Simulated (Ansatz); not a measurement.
Starting structure of a cell relaxation (symmetry kept):

```
CELL_PARAMETERS angstrom
0.00000 3.03900 3.03900
3.03900 0.00000 3.03900
3.03900 3.03900 0.00000
ATOMIC_POSITIONS crystal
Cu 0.25000 0.25000 0.25000
I 0.00000 0.00000 0.00000
```

Method: Ansatz 0.2.0, DFT PBEsol, scalar-relativistic, plane waves, PAW.

Cutoff 420 eV; k points 8×8×8 on the computed 2-atom cell (Γ-centred); Gaussian smearing, width 0.02 eV; no spin polarisation.

Question: What does it relax to?

Answer: The volume decreases by 1.89 Å³/atom to 26.18 Å³/atom, and the energy falls by 18.0 meV/atom. Final structure:
```cif
data_structure
_symmetry_space_group_name_H-M 'P 1'
_symmetry_Int_Tables_number 1
_cell_length_a 4.1990
_cell_length_b 4.1990
_cell_length_c 4.1990
_cell_angle_alpha 60.000
_cell_angle_beta 60.000
_cell_angle_gamma 60.000
_cell_volume 52.35
loop_
_atom_site_label
_atom_site_type_symbol
_atom_site_fract_x
_atom_site_fract_y
_atom_site_fract_z
_atom_site_occupancy
Cu1 Cu 0.25000 0.25000 0.25000 1
I1 I 0.00000 0.00000 0.00000 1
```

Course of the relaxation (steps run on the plane waves of an earlier cell, and the basis is chosen afresh near the end, so energy and pressure can step there; trial steps that raised the energy were taken back; energies are free energies):

```csv
step,E − E_final (meV/atom),P (GPa),V (Å³/atom)
1,18.0,-2.85,28.07
2,-0.6,0.02,26.18
3,0.0,0.03,26.18
```

Cost: 1 run of about 0.18 core-minutes, on Arm Neoverse V2 (shared hosts).